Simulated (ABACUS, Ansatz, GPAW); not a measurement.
**Cost and result for the equilibrium volume of CdTe**

**What was measured.** The equilibrium volume of CdTe (F-43m) is reported as 34.11 Å³/atom (arxiv:cond-mat/0608141). The runs below try to reproduce it.

The structure is cubic, space group F-43m (No. 216). Conventional cell: a = 6.410 Å, b = 6.410 Å, c = 6.410 Å, α = 90.00°, β = 90.00°, γ = 90.00°. Te (site symmetry -43m) is surrounded by 4 Cd at 2.78 Å. Around Cd (site symmetry -43m) lie 4 Te at 2.78 Å.

```csv
rung,level,program and potentials,cutoff (eV),k mesh,smearing,task,core time,chip,equilibrium volume (Å³/atom),miss,notes
GGA + dispersion,BLYP+D3(BJ),"Ansatz, all-electron LAPW, scalar-relativistic",-,7 × 7 × 7,fermi-dirac 0.05,relaxation of cell and atoms,37 s,Arm Neoverse V2,34.52,+1.2 %,-
GGA + dispersion,RPBE+D4,"Ansatz, all-electron LAPW, scalar-relativistic",-,7 × 7 × 7,fermi-dirac 0.05,relaxation of cell and atoms,38 s,Arm Neoverse V2,34.61,+1.5 %,-
GGA,PBE,"Ansatz, all-electron LAPW, scalar-relativistic",-,7 × 7 × 7,fermi-dirac 0.05,relaxation of cell and atoms,53 s,Arm Neoverse V1,36.22,+6.2 %,-
GGA + dispersion,RPBE+D3(BJ),"Ansatz, all-electron LAPW, scalar-relativistic",-,7 × 7 × 7,fermi-dirac 0.05,relaxation of cell and atoms,71 s,Intel Xeon Skylake/Cascade Lake,30.97,-9.2 %,-
GGA + dispersion,revPBE+D3(zero damping),"GPAW, the program's PAW data sets (release 1.2.1) made for this functional",600,6 × 6 × 6,fermi-dirac 0.05,equation of state,75 s,Arm Neoverse V2,34.19,+0.2 %,-
GGA + dispersion,PBE+D4,"GPAW, GPAW PAW data sets (gpaw-data 1.2.1)",600,6 × 6 × 6,fermi-dirac 0.05,equation of state,90 s,Intel Xeon Platinum 8375C Ice Lake,34.27,+0.5 %,-
GGA,PBEsol,"GPAW, PAW data sets generated for this functional",600,6 × 6 × 6,fermi-dirac 0.05,equation of state,1.7 min,Arm Neoverse V1,33.88,-0.7 %,-
GGA,BP86,"ABACUS, SG15 ONCV 1.2 PBE, plane waves",1401,6 × 6 × 6,fermi-dirac 0.05,relaxation of cell and atoms,6.8 min,Intel Xeon Platinum 8259CL Skylake/Cascade Lake,36.24,+6.2 %,potentials made for PBE
```

Times are single runs on shared hosts and different chips, so they are rough; meshes, cutoffs and the tasks' sizes weigh on the time. All rows: no spin polarisation. Smearing widths are in eV. Meshes differ between rows, which moves values too. Meshes are those of the run's cell of 2 atoms unless a note names another. Relaxations start from the cell shown or near it and stop with a little pressure left. The cell shown, of 32.92 Å³ an atom, is the runs' start and not the measured value. Misses use the values as printed. Runs on faulty files, with rough fits or with known faults for this quantity aren't shown. No row holds spin-orbit coupling.

By rung: GGA + dispersion 30.97 to 34.61; GGA 33.88 to 36.24 (Å³/atom). Measured: 34.11 Å³/atom (arxiv:cond-mat/0608141). Closest is revPBE+D3(zero damping) (+0.2 %), and PBE misses by +6.2 % on plain settings. The runs are for a static lattice, while measurements hold temperature and zero-point motion.

PBE and BP86 both expand CdTe by about the same amount, while PBEsol, also without dispersion, lands slightly below the measured volume. The usual reason is exchange: PBE-type enhancement favours strongly varying densities and so weakens bonds between heavy atoms with diffuse shells, whereas PBEsol restores the gradient response suited to densely packed solids. Most dispersion-corrected rows also come close, since attraction between the polarisable Cd and Te shells offsets that expansion. RPBE+D3(BJ) breaks this pattern, contracting the lattice to 30.97 Å³/atom, while RPBE+D4 gives 34.61 Å³/atom. With the functional and program unchanged, the contrast points to the dispersion model, possibly because D4 lowers the polarisability of partly cationic Cd, though the damping differs as well.

Because PBEsol and several corrected functionals reach similar volumes by different routes, the agreement doesn't establish how much dispersion contributes to cohesion in this polar covalent solid. The close match of revPBE+D3(zero damping) probably owes much to compensation between weak semilocal binding and added attraction, and needn't carry over to the bulk modulus.
